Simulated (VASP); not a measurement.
# NaF (Villiaumite) (Fm-3m) in VASP: a series of runs

The runs below take NaF (Villiaumite) through single point, with r2SCAN.

All numbers are computed with VASP 6.6.1; they aren't measurements. Logs are shortened: lines on timing, memory, paths and dates and some standing lists are left out, and cuts for length are marked.

## Step 1: Starting point

The structure is cubic, space group Fm-3m (No. 225). Conventional cell: a = 4.640 Å, b = 4.640 Å, c = 4.640 Å, α = 90.00°, β = 90.00°, γ = 90.00°. Around Na (site symmetry m-3m) lie 6 F at 2.32 Å. F (site symmetry m-3m) has 6 Na at 2.32 Å as nearest neighbours.

## Step 2: Single point, r2SCAN

File INCAR:

```
PREC     = Normal         # precision mode
ENCUT    = 450            # plane-wave cutoff, eV
EDIFF    = 1E-6           # SCF threshold, eV
ISMEAR   = 0              # smearing method
SIGMA    = 0.05           # smearing width, eV
LREAL    = F              # projectors in reciprocal space
LASPH    = T              # aspherical terms in the spheres
NELM     = 100            # most SCF steps
ALGO     = Normal         # electronic algorithm
ISIF     = 2              # what is computed and relaxed
LWAVE    = F              # write WAVECAR
LCHARG   = F              # write CHGCAR
METAGGA  = R2SCAN         # meta-GGA
LMIXTAU  = T            
ADDGRID  = F
```

File KPOINTS:

```
Automatic mesh
0
Gamma
  5 5 5
```

File POSCAR:

```
NaF
1.0
    0.0000000000      2.3200000000      2.3200000000
    2.3200000000      0.0000000000      2.3200000000
    2.3200000000      2.3200000000      0.0000000000
Na F
1 1
Direct
    0.0258840000     -0.0367460000      0.0017760000
    0.4822430000      0.5377660000      0.4799550000
```

Potentials or basis: VASP PAW PBE potentials, release 64 (Na_pv, F).

Run with:

```bash
$ cat potpaw_PBE.64/Na_pv/POTCAR potpaw_PBE.64/F/POTCAR > POTCAR
$ mpirun -np 1 vasp_std > vasp.out
```

OUTCAR:

```text
PREC = Normal
   ENCUT = 450
   EDIFF = 1E-6
   ISMEAR = 0
   LREAL = F
   LASPH = T
   NELM = 100
   ISIF = 2
   METAGGA = R2SCAN

 Found     63 irreducible k-points:

 Following reciprocal coordinates:
            Coordinates               Weight
  0.000000  0.000000  0.000000      1.000000
  0.200000  0.000000  0.000000      2.000000
  0.000000  0.200000  0.000000      2.000000
  0.000000  0.000000  0.200000      2.000000
  0.200000  0.200000  0.200000      2.000000
  0.400000  0.000000  0.000000      2.000000
   k-points           NKPTS =     63   k-points in BZ     NKDIM =     63   number of bands    NBANDS=     11
   number of dos      NEDOS =    301   number of ions     NIONS =      2
   total plane-waves  NPLWV =   5832
   dimension x,y,z NGX =    18 NGY =   18 NGZ =   18
   dimension x,y,z NGXF=    36 NGYF=   36 NGZF=   36
   ions per type =               1   1
   NGX,Y,Z   is equivalent  to a cutoff of   9.12,  9.12,  9.12 a.u.
   NGXF,Y,Z  is equivalent  to a cutoff of  18.24, 18.24, 18.24 a.u.
 SYSTEM =  unknown system
   PREC   = normal    normal or accurate (medium, high low for compatibility)
   ISTART =      0    job   : 0-new  1-cont  2-samecut
   ICHARG =      2    charge: 1-file 2-atom 10-const
   ISPIN  =      1    spin polarized calculation?
   LNONCOLLINEAR =      F non collinear calculations
   LSORBIT =      F    spin-orbit coupling
   LASPH  =      T    aspherical Exc in radial PAW
   ENCUT  =  450.0 eV  33.07 Ry    5.75 a.u.   5.67  5.67  5.67*2*pi/ulx,y,z
   NELM   =    100;   NELMIN=  2; NELMDL= -5     # of ELM steps
   EDIFF  = 0.1E-05   stopping-criterion for ELM
   LREAL  =      F    real-space projection
   EDIFFG = 0.1E-04   stopping-criterion for IOM
   NSW    =      0    number of steps for IOM
   IBRION =     -1    ionic relax: 0-MD 1-quasi-New 2-CG
   NFREE  =      0    steps in history (QN), initial steepest desc. (CG)
   ISIF   =      2    stress and relaxation
   ISYM   =      2    0-nonsym 1-usesym 2-fastsym
   POTIM  = 0.5000    time-step for ionic-motion
   TEBEG  =    0.0;   TEEND  =   0.0 temperature during run
   PSTRESS=    0.0 pullay stress
   NELECT =      14.0000    total number of electrons
   NUPDOWN=      -1.0000    fix difference up-down
   EMIN   =  10.00;   EMAX   =-10.00  energy-range for DOS
   EFERMI =   0.00;   METHOD = LEGACY
   ISMEAR =     0;   SIGMA  =   0.05  broadening in eV -4-tet -1-fermi 0-gaus
   EFERMI_NEDOS =   21; number of points for ismear=-14 and -15
   IALGO  =     38    algorithm
   IMIX   =      4    mixing-type and parameters
     AMIX     =   0.40;   BMIX     =  1.00
     AMIX_MAG =   1.60;   BMIX_MAG =  1.00
  volume/ion in A,a.u.               =      12.49        84.27
  Fermi-wavevector in a.u.,A,eV,Ry     =   1.349852  2.550851 24.791186  1.822101
  Thomas-Fermi vector in A             =   2.477405
   LORBIT       =      0    0 simple, 1 ext, 2 COOP (PROOUT), +10 PAW based schemes
   METAGGA = R2SCAN    functional components
   LHFCALC =     F    Hartree Fock is set to
   AEXX    =    0.0000 exact exchange contribution
   IVDW    =     0    specifies the selected vdW correction
   LEPSILON=     F    determine dielectric tensor
   LRPA    =     F    only Hartree local field effects (RPA)
 non-spin polarized calculation
 Gauss-broadening in eV      SIGMA  =   0.05
  energy-cutoff  :      450.00
  volume of cell :       24.97
 maximum number of plane-waves:       552
   NGX = 11   NGY = 11   NGZ = 11

 number of electron      14.0000001 magnetization

 Free energy of the ion-electron system (eV)
  ---------------------------------------------------
  ext. energy  EPLUGINS =         0.00000000
  ---------------------------------------------------
  free energy    TOTEN  =       -12.55675769 eV

  energy without entropy =      -12.55675769  energy(sigma->0) =      -12.55675769

 E-fermi :  -2.4833     XC(G=0):  -9.7381

 val. band max:       -2.7556608981   @ k =   0.0000   0.0000   0.0000
 cond. band min:       4.3895249610   @ k =   0.0000   0.0000   0.0000
 fundamental gap:      7.1451858591
 Fermi energy:        -2.4832782161

 k-point     1 :       0.0000    0.0000    0.0000
  band No.  band energies     occupation
      1     -23.0797      2.00000
      2     -22.2219      2.00000
      3     -22.2210      2.00000
      4     -22.1829      2.00000
      5      -2.7710      2.00000
      6      -2.7675      2.00000
      7      -2.7557      2.00000
      8       4.3895      0.00000
      9      17.0314      0.00000
     10      17.1003      0.00000
     11      17.2238      0.00000

 k-point     2 :       0.2000    0.0000    0.0000
  band No.  band energies     occupation
      1     -23.2377      2.00000
      2     -22.2314      2.00000
      3     -22.2255      2.00000
      4     -21.9765      2.00000
      5      -3.3786      2.00000
      6      -2.8579      2.00000
      7      -2.8396      2.00000
      8       5.6573      0.00000
      9      13.9696      0.00000
     10      17.6034      0.00000
     11      17.7680      0.00000

 k-point     3 :       0.0000    0.2000    0.0000
  band No.  band energies     occupation
      1     -23.2250      2.00000
      2     -22.2262      2.00000
      3     -22.2249      2.00000
      4     -21.9951      2.00000
      5      -3.3727      2.00000
      6      -2.8610      2.00000
      7      -2.8565      2.00000
      8       5.6655      0.00000
      9      14.0302      0.00000
     10      17.6549      0.00000
     11      17.7233      0.00000

 k-point     4 :       0.0000    0.0000    0.2000
  band No.  band energies     occupation
      1     -23.2432      2.00000
      2     -22.2332      2.00000
      3     -22.2262      2.00000
      4     -21.9686      2.00000
      5      -3.3801      2.00000
      6      -2.8542      2.00000
      7      -2.8361      2.00000
      8       5.6540      0.00000
      9      13.9457      0.00000
     10      17.6229      0.00000
     11      17.7465      0.00000

 k-point     5 :       0.2000    0.2000    0.2000
  band No.  band energies     occupation
      1     -23.2449      2.00000
      2     -22.2338      2.00000
      3     -22.2254      2.00000
      4     -21.9671      2.00000
      5      -3.3811      2.00000
      6      -2.8529      2.00000
      7      -2.8351      2.00000
      8       5.6532      0.00000
      9      13.9392      0.00000
     10      17.6331      0.00000
     11      17.7360      0.00000

 k-point     6 :       0.4000    0.0000    0.0000
  band No.  band energies     occupation
      1     -23.4160      2.00000
      2     -22.2369      2.00000
      3     -22.2322      2.00000
      4     -21.7259      2.00000
      5      -4.1656      2.00000
      6      -2.9952      2.00000
      7      -2.9740      2.00000
      8       8.1207      0.00000
      9      11.2744      0.00000
     10      18.3011      0.00000
     11      18.4994      0.00000

 [... further k-points ...]

------------------------ aborting loop because EDIFF is reached ----------------------------------------

  FORCE on cell =-STRESS in cart. coord.  units (eV):
  Direction    XX          YY          ZZ          XY          YZ          ZX
  --------------------------------------------------------------------------------------
  -------------------------------------------------------------------------------------
  Total       -0.3824251     -0.2228557     -0.5580594      0.0842309      0.0442358     -0.0383484
  in kB      -24.5336989    -14.2968523    -35.8011557      5.4036630      2.8378600     -2.4601661
  external PRESSURE =     -24.8772356 kB  Pullay stress =       0.0000000 kB

 VOLUME and BASIS-vectors are now :
 -----------------------------------------------------------------------------
  energy-cutoff  :      450.00
  volume of cell :       24.97
      direct lattice vectors                 reciprocal lattice vectors
     0.000000000  2.320000000  2.320000000    -0.215517241  0.215517241  0.215517241
     2.320000000  0.000000000  2.320000000     0.215517241 -0.215517241  0.215517241
     2.320000000  2.320000000  0.000000000     0.215517241  0.215517241 -0.215517241

 POSITION                                       TOTAL-FORCE (eV/Angst)
 -----------------------------------------------------------------------------------
      2.23887      0.06417      2.29480         0.289251     -0.373585      0.158570
      2.36111      2.23230      2.36642        -0.289251      0.373585     -0.158570
 -----------------------------------------------------------------------------------
    total drift:                                0.016010      0.027982      0.027939

  FREE ENERGIE OF THE ION-ELECTRON SYSTEM (eV)
  ---------------------------------------------------
  free  energy   TOTEN  =       -12.5567576926 eV

  energy  without entropy=      -12.5567576926  energy(sigma->0) =      -12.55675769
```

Run time: 36 s. Hardware: 1 thread of Intel Xeon Platinum 8488C (Sapphire Rapids), shared host; peak memory 0.12 GiB.

The run converged, but some of its settings lie outside the range that counts as converged, so its numbers aren't taken as properties of the crystal.

Results:

```yaml
Free_energy: -12.5568 eV
Largest_force: 0.498 eV/Å
Band_gap_on_the_k_mesh: 7.15 eV, direct
```

Caveat: the k mesh is coarse (spacing up to 0.47 Å⁻¹), so the values aren't converged; the cutoff is under 1.25 times the usual one of these potentials, so pressure, stress and relaxed cells hold a basis-set (Pulay) error; the PAW data sets were made with another functional, which shifts forces and pressure a little.

[end of part 1 of 2]
